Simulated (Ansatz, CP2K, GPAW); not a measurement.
# In: 3 runs at one level of theory

```
In
1.0
     3.37691    0.00000    0.00000
     0.24723    3.36784    0.00000
    -1.81207   -1.68392    2.29876
In
1
Cartesian
  0.0000 0.0000 0.0000
```

Alike in all runs: task single point; functional RPBE; k mesh 11 × 11 × 11; occupations gaussian, width 0.02 eV; no spin polarisation; no spin-orbit coupling. Pressure is positive in compression and, in plane waves, holds the error of the finite cutoff, which Ansatz's Pulay term estimates and takes out.

```tsv
program and potentials	plane-wave cutoff (eV)	notes	pressure (GPa)
Ansatz, Ansatz PAW	420	potentials made for PBE, which Ansatz adapts in part; Pulay term of +0.05 GPa included	3.71
CP2K, POTENTIAL_UZH In GTH-PBE-q13; TZVP-MOLOPT-PBE-GTH basis	-	atomic basis; potentials made for PBE	3.73
GPAW, the program's PAW data sets (release 1.2.1) made for this functional	600	-	3.33
```

The pressure spans 3.33 (GPAW, the program's PAW data sets (release 1.2.1) made for this functional) to 3.73 GPa (CP2K, POTENTIAL_UZH In GTH-PBE-q13; TZVP-MOLOPT-PBE-GTH basis). Some sets were made for another functional than the one run, which can shift their rows. Rows in atomic bases carry the error of their basis and grid, which can be large.

The functional is the same throughout but for its coding, so the spread measures potentials, basis and numerics; runs on potential files found faulty are left out.
